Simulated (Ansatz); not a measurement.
**In: pressure against volume**

How stiff is In, and at what volume does the pressure vanish? The cell is scaled evenly, atoms carried along, and solved with LAPW, PAW and all-electron datasets made for the crystal.

Computed with Ansatz 0.2.0 (DFT PBE, scalar-relativistic, unless a step's input says otherwise).

## Step 1: The structure to begin with

It takes space group I4/mmm (No. 139, tetragonal). The conventional cell has a = 3.252 Å, b = 3.252 Å, c = 4.948 Å, α = 90.00°, β = 90.00°, γ = 90.00°. In (site symmetry 4/mmm) has 12 In at 3.25 to 3.38 Å as nearest neighbours.

Coordinates:

```cif
data_structure
_symmetry_space_group_name_H-M 'P 1'
_symmetry_Int_Tables_number 1
_cell_length_a 3.3777
_cell_length_b 3.3777
_cell_length_c 3.3777
_cell_angle_alpha 122.442
_cell_angle_beta 122.442
_cell_angle_gamma 85.820
_cell_volume 26.17
loop_
_atom_site_label
_atom_site_type_symbol
_atom_site_fract_x
_atom_site_fract_y
_atom_site_fract_z
_atom_site_occupancy
In1 In 0.00000 0.00000 0.00000 1
```

## Step 2: Volume × 0.96, LAPW

input.yaml reads:

```yaml
crystal:
  lattice:
    - [-1.6041723059, 1.6041723059, 2.4405141445]
    - [1.6041723059, -1.6041723059, 2.4405141445]
    - [1.6041723059, 1.6041723059, -2.4405141445]
  atoms:
    - { symbol: In, position: [0.0, 0.0, 0.0] }
kpoints:
  mp_grid: { grid: [12, 12, 14] }
  band_path:
    path:
      - [0.0, 0.0, 0.0]
      - [0.0, 0.0, 0.5]
      - [0.25, 0.25, 0.25]
      - [0.0, 0.5, 0.0]
      - [0.0, 0.0, 0.0]
      - [0.5, 0.5, -0.5]
      - [0.3580138334, 0.6419861666, -0.3580138334]
      - [-0.3580138334, 0.3580138334, 0.3580138334]
      - [0.0, 0.0, 0.0]
    npoints: 5
scf:
  occupations: { method: fermi_dirac, width: 0.05 }
hamiltonian:
  xc: pbe
  pseudopotentials: { kind: all_electron, lapw: { basis_error: 0.001 } }
output:
  forces: true
  stress: true
  eigenvalues: true
```

Run with:

```sh
> ansatz run input.yaml --threads 1 --pin off --max-ram 3072MiB --backend cpu --events-out ev --progress --plain --runs-dir out
```

The log of the run, shortened:

```text
Warning: crystal.symmetry: narrowed to the stabiliser of the k-point mesh — unitary ops 16 → 4; excluded 12 operations that carry a point of the 12×12×14 mesh (shift [0, 0, 0]) off the mesh (the run samples exactly the mesh kpoints.mp_grid names, as under crystal.symmetry.detect: false, [...]
LAPW: plane waves up to 6.968 Å⁻¹, error target 1.0e-3 eV per atom; small_component_spin mean_spin; In in spheres of 1.604 Å, 21 of its electrons in bands, Dirac shells []
[...]
Pseudopotentials: kind: all_electron
Pseudopotential: In, LAPW, valence charge 21, Koelling and Harmon's equation, gaussian nucleus
Functional definition: PBE
[...]
Crystal: 1 atoms, lattice volume = 25.121 Å³
Basis set: ecut = 184.97474834313064 eV, 145 PW (Γ), exchange–correlation at level 2
Bands: 15, of which v1, the nominal top of the filled ones, is band 11 counted from 1 (10 counted from 0)
Symmetry: 4 space group operations
k-points: 554 of 2016
[...]
SCF iter   1: F=—  HF=-160045.975786 eV  |F-HF|=—  |Δ(HF+E_count)|=         —  Δρ=6.62e-3  dr2=7.66e-3  ethr=3.62e-5  ⟨swp⟩=3.5  Hψ=60088  notcnv=0
[...]
SCF iter   7: F=-160045.945424 eV  HF=-160045.945424 eV  |F-HF|=7.25e-9  |Δ(HF+E_count)|=   1.00e-7  Δρ=1.40e-5  dr2=6.32e-8  ethr=3.21e-9  ⟨swp⟩=2.0  Hψ=23609  notcnv=0
[...]
NSCF: frozen V_eff on 41 k-points
SCF converged after 7 iterations
Free energy (F): -160045.945424 eV
[...]
E sigma→0 (E₀):  -160045.943469 eV
Entropy (-TS):   -0.003910 eV (-3.910 meV/atom)
Fermi energy:    14.265548 eV
[...]
--- Forces (eV/Å), atoms counted from 1 ---
  atom   1  In    -0.00000000     0.00000000     0.00000000
[...]
--- Stress (GPa, compression-positive) ---
        3.986470      -0.332401       0.219340
       -0.332401       3.986470       0.219340
        0.219340       0.219340       4.311497
  P = ⅓ Tr σ = 4.0948 GPa (40.948 kbar)
--- Band table (eV; the first three rows and the last of 554) ---
  k-point 0: bands = ["-101.2203", "-59.7016", "-59.6944", "-59.6932", "-0.5000", "-0.3831", "-0.3820", "-0.2904", "-0.1776", "4.4315", "25.1710", "25.1719", "25.3633", "25.9058", "28.5624"]
[...]
```

Run time: 38 s. Hardware: 1 thread of Arm Neoverse V2, shared host; peak memory 0.58 GiB.

Read from it: pressure 4.09 GPa; no gap.

## Step 3: Volume × 0.96, PAW

input.yaml reads:

```yaml
crystal:
  lattice:
    - [-1.6041723059, 1.6041723059, 2.4405141445]
    - [1.6041723059, -1.6041723059, 2.4405141445]
    - [1.6041723059, 1.6041723059, -2.4405141445]
  atoms:
    - { symbol: In, position: [0.0, 0.0, 0.0] }
kpoints:
  mp_grid: { grid: [12, 12, 14] }
scf:
  occupations: { method: fermi_dirac, width: 0.05 }
hamiltonian:
  xc: pbe
  pseudopotentials: { kind: paw }
output:
  forces: true
  stress: true
  eigenvalues: true
  efg: { contact_densities: true }
  write_density: true
  write_potential: true
  elf: true
  volumetric_format: npy
```

Run with:

```sh
> ansatz run input.yaml --threads 1 --pin off --max-ram 3072MiB --backend cpu --events-out ev --progress --plain --runs-dir out
```

The log of the run, shortened:

```text
Warning: crystal.symmetry: narrowed to the stabiliser of the k-point mesh — unitary ops 16 → 4; excluded 12 operations that carry a point of the 12×12×14 mesh (shift [0, 0, 0]) off the mesh (the run samples exactly the mesh kpoints.mp_grid names, as under crystal.symmetry.detect: false, [...]
In: output.efg is read without spin–orbit coupling, which moves field gradients at and beside such atoms by some per cent and up to a factor of two; PAW files take it under magnetization.noncollinear and magnetization.spin_orbit
[...]
Pseudopotentials: kind: paw
Pseudopotential: In, paw, valence charge 13, recommended cutoff 420 eV (normal)
[... 1 set-up line as earlier in the session ...]
[...]
Crystal: 1 atoms, lattice volume = 25.121 Å³
Basis set: ecut = 420 eV, 493 PW (Γ), exchange–correlation on 48×48×48 points (8 copies of the dense FFT grid, shifted against one another)
Bands: 11, of which v1, the nominal top of the filled ones, is band 7 counted from 1 (6 counted from 0)
[... 1 set-up line as earlier in the session ...]
k-points: 554 of 2016
[...]
SCF iter   7: F=-5597.818347 eV  HF=-5597.818347 eV  |F-HF|=3.01e-8  |Δ(HF+E_count)|=   2.46e-7  Δρ=1.28e-5  dr2=2.42e-8  ethr=7.69e-10  ⟨swp⟩=7.5  Hψ=34949  notcnv=0
[...]
SCF converged after 7 iterations
Free energy (F): -5597.818347 eV
[...]
E sigma→0 (E₀):  -5597.816392 eV
Entropy (-TS):   -0.003910 eV (-3.910 meV/atom)
Fermi energy:    10.845326 eV
[...]
--- Forces (eV/Å), atoms counted from 1 ---
  atom   1  In    -0.00000000     0.00000000     0.00000000
[...]
--- Stress (GPa, compression-positive) ---
        3.984228      -0.332443       0.219400
       -0.332443       3.984228       0.219400
        0.219400       0.219400       4.309845
  P = ⅓ Tr σ = 4.0928 GPa (40.928 kbar)
--- PAW observables at the nuclei: V_zz in 10²¹ V/m², potentials from the cell's mean, atoms counted from 1 ---
  atom   1  In V_zz =    +1.948932   η = 0.3120   by run symmetry: allowed
            electrostatic potential = -7941.096718 V   contact ρ = 1133077.814513 e/Å³
--- Band table (eV; the first three rows and the last of 554) ---
  k-point 0: bands = ["-3.9188", "-3.8024", "-3.8012", "-3.7098", "-3.5961", "1.0112", "21.7515", "21.7525", "21.9433", "22.4902", "25.1400"]
[...]
```

It took 13 s on 1 thread of Arm Neoverse V2, shared host; peak memory 0.46 GiB.

In short: pressure 4.09 GPa; no gap; Vzz In 1.9 (10²¹ V/m²).

## Step 4: Volume × 0.96, crystal datasets

input.yaml: that of step 3 with these lines changed.

```diff
@@ -13,3 +13,3 @@
   xc: pbe
-  pseudopotentials: { kind: paw }
+  pseudopotentials: { kind: all_electron, datasets: crystal }
 output:
@@ -19,5 +19 @@
   efg: { contact_densities: true }
-  write_density: true
-  write_potential: true
-  elf: true
-  volumetric_format: npy
```

Run with:

```sh
> ansatz run input.yaml --threads 1 --pin off --max-ram 3072MiB --backend cpu --events-out ev --progress --plain --runs-dir out
```

The log of the run, shortened:

```text
Warning: crystal.symmetry: narrowed to the stabiliser of the k-point mesh — unitary ops 16 → 4; excluded 12 operations that carry a point of the 12×12×14 mesh (shift [0, 0, 0]) off the mesh (the run samples exactly the mesh kpoints.mp_grid names, as under crystal.symmetry.detect: false, [...]
In: output.efg is read without spin–orbit coupling, which moves field gradients at and beside such atoms by some per cent and up to a factor of two; PAW files take it under magnetization.noncollinear and magnetization.spin_orbit
[...]
[... 1 set-up line as earlier in the session ...]
Pseudopotential: In, paw, valence charge 13, recommended cutoff 260 eV (normal), Koelling and Harmon's equation, gaussian nucleus
[... 1 set-up line as earlier in the session ...]
[...]
Crystal: 1 atoms, lattice volume = 25.121 Å³
Basis set: ecut = 260 eV, 263 PW (Γ), exchange–correlation on 36×36×36 points (8 copies of the dense FFT grid, shifted against one another)
Bands: 11, of which v1, the nominal top of the filled ones, is band 7 counted from 1 (6 counted from 0)
[...]
Past the cutoffs: a stress includes 0.0004 GPa for waves and charges beyond them, in addition to the slope of what the spheres take
In the spheres:  the bands' charges fall short by 1.9e-6 e at most (sound up to 1e-3)
Fermi energy:    14.265499 eV
[...]
  The terms above E_closure are by the made datasets' own strengths, without shells solved beside the bands.
--- Forces (eV/Å), atoms counted from 1 ---
  atom   1  In     0.00000000    -0.00000000     0.00000000
[...]
--- Stress (GPa, compression-positive) ---
        3.984785      -0.332413       0.219341
       -0.332413       3.984785       0.219341
        0.219341       0.219341       4.309470
  P = ⅓ Tr σ = 4.0930 GPa (40.930 kbar)
--- PAW observables at the nuclei: V_zz in 10²¹ V/m², potentials from the cell's mean, atoms counted from 1 ---
  atom   1  In V_zz =    +1.958346   η = 0.3115   by run symmetry: allowed
            electrostatic potential = -7941.043689 V   contact ρ = 1133018.905287 e/Å³
--- Band table (eV; the first three rows and the last of 554) ---
  k-point 0: bands = ["-0.5002", "-0.3830", "-0.3820", "-0.2903", "-0.1777", "4.4314", "25.1709", "25.1719", "25.3633"]
[...]
```

Run time: 22 s. Hardware: 1 thread of Arm Neoverse V2, shared host; peak memory 0.58 GiB.

Read from it: pressure 4.09 GPa; no gap; Vzz In 2.0 (10²¹ V/m²).

## Step 5: Volume × 0.99, LAPW

input.yaml reads:

```yaml
crystal:
  lattice:
    - [-1.6207113306, 1.6207113306, 2.4656758579]
    - [1.6207113306, -1.6207113306, 2.4656758579]
    - [1.6207113306, 1.6207113306, -2.4656758579]
  atoms:
    - { symbol: In, position: [0.0, 0.0, 0.0] }
kpoints:
  mp_grid: { grid: [12, 12, 14] }
  band_path:
    path:
      - [0.0, 0.0, 0.0]
      - [0.0, 0.0, 0.5]
      - [0.25, 0.25, 0.25]
      - [0.0, 0.5, 0.0]
      - [0.0, 0.0, 0.0]
      - [0.5, 0.5, -0.5]
      - [0.3580138334, 0.6419861666, -0.3580138334]
      - [-0.3580138334, 0.3580138334, 0.3580138334]
      - [0.0, 0.0, 0.0]
    npoints: 5
scf:
  occupations: { method: fermi_dirac, width: 0.05 }
hamiltonian:
  xc: pbe
  pseudopotentials: { kind: all_electron, lapw: { basis_error: 0.001 } }
output:
  forces: true
  stress: true
  eigenvalues: true
```

Run with:

```sh
> ansatz run input.yaml --threads 1 --pin off --max-ram 3072MiB --backend cpu --events-out ev --progress --plain --runs-dir out
```

The log of the run, shortened:

```text
Warning: crystal.symmetry: narrowed to the stabiliser of the k-point mesh — unitary ops 16 → 4; excluded 12 operations that carry a point of the 12×12×14 mesh (shift [0, 0, 0]) off the mesh (the run samples exactly the mesh kpoints.mp_grid names, as under crystal.symmetry.detect: false, [...]
LAPW: plane waves up to 6.878 Å⁻¹, error target 1.0e-3 eV per atom; small_component_spin mean_spin; In in spheres of 1.621 Å, 21 of its electrons in bands, Dirac shells []
[...]
[... 3 set-up lines as earlier in the session ...]
[...]
Crystal: 1 atoms, lattice volume = 25.906 Å³
Basis set: ecut = 180.24874047870978 eV, 145 PW (Γ), exchange–correlation at level 2
Bands: 15, of which v1, the nominal top of the filled ones, is band 11 counted from 1 (10 counted from 0)
[... 1 set-up line as earlier in the session ...]
k-points: 554 of 2016
[...]
SCF iter   1: F=—  HF=-160045.989802 eV  |F-HF|=—  |Δ(HF+E_count)|=         —  Δρ=6.29e-3  dr2=7.29e-3  ethr=3.44e-5  ⟨swp⟩=3.5  Hψ=60110  notcnv=0
[...]
SCF iter   7: F=-160045.961491 eV  HF=-160045.961491 eV  |F-HF|=8.99e-9  |Δ(HF+E_count)|=   1.11e-7  Δρ=1.39e-5  dr2=6.44e-8  ethr=3.24e-9  ⟨swp⟩=2.0  Hψ=23614  notcnv=0
[...]
NSCF: frozen V_eff on 41 k-points
SCF converged after 7 iterations
Free energy (F): -160045.961491 eV
[...]
E sigma→0 (E₀):  -160045.959463 eV
Entropy (-TS):   -0.004056 eV (-4.056 meV/atom)
Fermi energy:    13.706872 eV
[...]
--- Forces (eV/Å), atoms counted from 1 ---
  atom   1  In    -0.00000000     0.00000000     0.00000000
[...]
--- Stress (GPa, compression-positive) ---
        2.413958      -0.251319       0.193057
       -0.251319       2.413958       0.193057
        0.193057       0.193057       2.714077
  P = ⅓ Tr σ = 2.5140 GPa (25.140 kbar)
--- Band table (eV; the first three rows and the last of 554) ---
  k-point 0: bands = ["-101.7484", "-60.2297", "-60.2228", "-60.2218", "-1.0061", "-0.8978", "-0.8969", "-0.8133", "-0.7087", "4.1017", "24.3435", "24.3442", "24.5222", "25.2968", "27.7400"]
[...]
```

Wall time 38 s (1 thread of Arm Neoverse V2, shared host); peak memory 0.55 GiB.

Read from it: pressure 2.51 GPa; no gap.

## Step 6: Volume × 0.99, PAW

input.yaml reads:

```yaml
crystal:
  lattice:
    - [-1.6207113306, 1.6207113306, 2.4656758579]
    - [1.6207113306, -1.6207113306, 2.4656758579]
    - [1.6207113306, 1.6207113306, -2.4656758579]
  atoms:
    - { symbol: In, position: [0.0, 0.0, 0.0] }
kpoints:
  mp_grid: { grid: [12, 12, 14] }
scf:
  occupations: { method: fermi_dirac, width: 0.05 }
hamiltonian:
  xc: pbe
  pseudopotentials: { kind: paw }
output:
  forces: true
  stress: true
  eigenvalues: true
  efg: { contact_densities: true }
```

Run with:

```sh
> ansatz run input.yaml --threads 1 --pin off --max-ram 3072MiB --backend cpu --events-out ev --progress --plain --runs-dir out
```

The log of the run, shortened:

```text
Warning: crystal.symmetry: narrowed to the stabiliser of the k-point mesh — unitary ops 16 → 4; excluded 12 operations that carry a point of the 12×12×14 mesh (shift [0, 0, 0]) off the mesh (the run samples exactly the mesh kpoints.mp_grid names, as under crystal.symmetry.detect: false, [...]
In: output.efg is read without spin–orbit coupling, which moves field gradients at and beside such atoms by some per cent and up to a factor of two; PAW files take it under magnetization.noncollinear and magnetization.spin_orbit
[...]
[... 3 set-up lines as earlier in the session ...]
[...]
Crystal: 1 atoms, lattice volume = 25.906 Å³
Basis set: ecut = 420 eV, 517 PW (Γ), exchange–correlation on 48×48×48 points (8 copies of the dense FFT grid, shifted against one another)
Bands: 11, of which v1, the nominal top of the filled ones, is band 7 counted from 1 (6 counted from 0)
[... 1 set-up line as earlier in the session ...]
k-points: 554 of 2016
[...]
SCF iter   7: F=-5597.834418 eV  HF=-5597.834418 eV  |F-HF|=3.27e-8  |Δ(HF+E_count)|=   2.76e-7  Δρ=1.30e-5  dr2=2.58e-8  ethr=7.69e-10  ⟨swp⟩=4.3  Hψ=23942  notcnv=0
[...]
SCF converged after 7 iterations
Free energy (F): -5597.834418 eV
[...]
E sigma→0 (E₀):  -5597.832390 eV
Entropy (-TS):   -0.004056 eV (-4.056 meV/atom)
Fermi energy:    10.390546 eV
[...]
--- Forces (eV/Å), atoms counted from 1 ---
  atom   1  In    -0.00000000     0.00000000     0.00000000
[...]
--- Stress (GPa, compression-positive) ---
        2.411867      -0.251373       0.193158
       -0.251373       2.411867       0.193158
        0.193158       0.193158       2.711625
  P = ⅓ Tr σ = 2.5118 GPa (25.118 kbar)
--- PAW observables at the nuclei: V_zz in 10²¹ V/m², potentials from the cell's mean, atoms counted from 1 ---
  atom   1  In V_zz =    +1.863316   η = 0.2582   by run symmetry: allowed
            electrostatic potential = -7940.555123 V   contact ρ = 1133079.323324 e/Å³
--- Band table (eV; the first three rows and the last of 554) ---
  k-point 0: bands = ["-4.3213", "-4.2135", "-4.2125", "-4.1290", "-4.0238", "0.7854", "21.0276", "21.0285", "21.2059", "21.9843", "24.4218"]
[...]
```

Wall time 11 s (1 thread of Arm Neoverse V2, shared host); peak memory 0.45 GiB.

Result: pressure 2.51 GPa; no gap; Vzz In 1.9 (10²¹ V/m²).

## Step 7: Volume × 0.99, crystal datasets

input.yaml: that of step 6 with these lines changed.

```diff
@@ -13,3 +13,3 @@
   xc: pbe
-  pseudopotentials: { kind: paw }
+  pseudopotentials: { kind: all_electron, datasets: crystal }
 output:
```

Run with:

```sh
> ansatz run input.yaml --threads 1 --pin off --max-ram 3072MiB --backend cpu --events-out ev --progress --plain --runs-dir out
```

The log of the run, shortened:

```text
Warning: crystal.symmetry: narrowed to the stabiliser of the k-point mesh — unitary ops 16 → 4; excluded 12 operations that carry a point of the 12×12×14 mesh (shift [0, 0, 0]) off the mesh (the run samples exactly the mesh kpoints.mp_grid names, as under crystal.symmetry.detect: false, [...]
In: output.efg is read without spin–orbit coupling, which moves field gradients at and beside such atoms by some per cent and up to a factor of two; PAW files take it under magnetization.noncollinear and magnetization.spin_orbit
[...]
[... 3 set-up lines as earlier in the session ...]
[...]
Crystal: 1 atoms, lattice volume = 25.906 Å³
Basis set: ecut = 260 eV, 267 PW (Γ), exchange–correlation on 36×36×36 points (8 copies of the dense FFT grid, shifted against one another)
Bands: 11, of which v1, the nominal top of the filled ones, is band 7 counted from 1 (6 counted from 0)
[...]
Past the cutoffs: a stress includes 0.0004 GPa for waves and charges beyond them, in addition to the slope of what the spheres take
In the spheres:  the bands' charges fall short by 2.3e-6 e at most (sound up to 1e-3)
Fermi energy:    13.706823 eV
[...]
  The terms above E_closure are by the made datasets' own strengths, without shells solved beside the bands.
--- Forces (eV/Å), atoms counted from 1 ---
  atom   1  In     0.00000000     0.00000000     0.00000000
[...]
--- Stress (GPa, compression-positive) ---
        2.412239      -0.251335       0.193061
       -0.251335       2.412239       0.193061
        0.193061       0.193061       2.712064
  P = ⅓ Tr σ = 2.5122 GPa (25.122 kbar)
--- PAW observables at the nuclei: V_zz in 10²¹ V/m², potentials from the cell's mean, atoms counted from 1 ---
  atom   1  In V_zz =    +1.873715   η = 0.2577   by run symmetry: allowed
            electrostatic potential = -7940.507046 V   contact ρ = 1133020.415224 e/Å³
--- Band table (eV; the first three rows and the last of 554) ---
  k-point 0: bands = ["-1.0062", "-0.8978", "-0.8969", "-0.8132", "-0.7088", "4.1017", "24.3434", "24.3441", "24.5223"]
[...]
```

It took 23 s on 1 thread of Arm Neoverse V2, shared host; peak memory 0.58 GiB.

Read from it: pressure 2.51 GPa; no gap; Vzz In 1.9 (10²¹ V/m²).

## Step 8: Volume × 1.02, LAPW

input.yaml reads:

```yaml
crystal:
  lattice:
    - [-1.6369195191, 1.6369195191, 2.4903342523]
    - [1.6369195191, -1.6369195191, 2.4903342523]
    - [1.6369195191, 1.6369195191, -2.4903342523]
  atoms:
    - { symbol: In, position: [0.0, 0.0, 0.0] }
kpoints:
  mp_grid: { grid: [12, 12, 14] }
  band_path:
    path:
      - [0.0, 0.0, 0.0]
      - [0.0, 0.0, 0.5]
      - [0.25, 0.25, 0.25]
      - [0.0, 0.5, 0.0]
      - [0.0, 0.0, 0.0]
      - [0.5, 0.5, -0.5]
      - [0.3580138334, 0.6419861666, -0.3580138334]
      - [-0.3580138334, 0.3580138334, 0.3580138334]
      - [0.0, 0.0, 0.0]
    npoints: 5
scf:
  occupations: { method: fermi_dirac, width: 0.05 }
hamiltonian:
  xc: pbe
  pseudopotentials: { kind: all_electron, lapw: { basis_error: 0.001 } }
output:
  forces: true
  stress: true
  eigenvalues: true
```

Run with:

```sh
> ansatz run input.yaml --threads 1 --pin off --max-ram 3072MiB --backend cpu --events-out ev --progress --plain --runs-dir out
```

The log of the run, shortened:

```text
Warning: crystal.symmetry: narrowed to the stabiliser of the k-point mesh — unitary ops 16 → 4; excluded 12 operations that carry a point of the 12×12×14 mesh (shift [0, 0, 0]) off the mesh (the run samples exactly the mesh kpoints.mp_grid names, as under crystal.symmetry.detect: false, [...]
LAPW: plane waves up to 6.792 Å⁻¹, error target 1.0e-3 eV per atom; small_component_spin mean_spin; In in spheres of 1.637 Å, 21 of its electrons in bands, Dirac shells []
[...]
[... 3 set-up lines as earlier in the session ...]
[...]
Crystal: 1 atoms, lattice volume = 26.691 Å³
Basis set: ecut = 175.74679400392577 eV, 145 PW (Γ), exchange–correlation at level 2
Bands: 15, of which v1, the nominal top of the filled ones, is band 11 counted from 1 (10 counted from 0)
[... 1 set-up line as earlier in the session ...]
k-points: 554 of 2016
[...]
SCF iter   1: F=—  HF=-160045.996909 eV  |F-HF|=—  |Δ(HF+E_count)|=         —  Δρ=5.99e-3  dr2=6.94e-3  ethr=3.28e-5  ⟨swp⟩=3.5  Hψ=60132  notcnv=0
[...]
SCF iter   7: F=-160045.970458 eV  HF=-160045.970458 eV  |F-HF|=1.04e-8  |Δ(HF+E_count)|=   1.23e-7  Δρ=1.38e-5  dr2=6.59e-8  ethr=3.28e-9  ⟨swp⟩=2.0  Hψ=23627  notcnv=0
[...]
NSCF: frozen V_eff on 41 k-points
SCF converged after 7 iterations
Free energy (F): -160045.970458 eV
[...]
E sigma→0 (E₀):  -160045.968377 eV
Entropy (-TS):   -0.004164 eV (-4.164 meV/atom)
Fermi energy:    13.183111 eV
[...]
--- Forces (eV/Å), atoms counted from 1 ---
  atom   1  In    -0.00000000    -0.00000000     0.00000000
[...]
--- Stress (GPa, compression-positive) ---
        1.098276      -0.177645       0.164638
       -0.177645       1.098276       0.164638
        0.164638       0.164638       1.370260
  P = ⅓ Tr σ = 1.1889 GPa (11.889 kbar)
--- Band table (eV; the first three rows and the last of 554) ---
  k-point 0: bands = ["-102.2472", "-60.7286", "-60.7218", "-60.7210", "-1.4850", "-1.3846", "-1.3839", "-1.3074", "-1.2103", "3.7916", "23.5595", "23.5600", "23.7236", "24.7189", "26.9654"]
[...]
```

Wall time 40 s (1 thread of Arm Neoverse V2, shared host); peak memory 0.56 GiB.

In short: pressure 1.19 GPa; no gap.

[end of part 1 of 2]
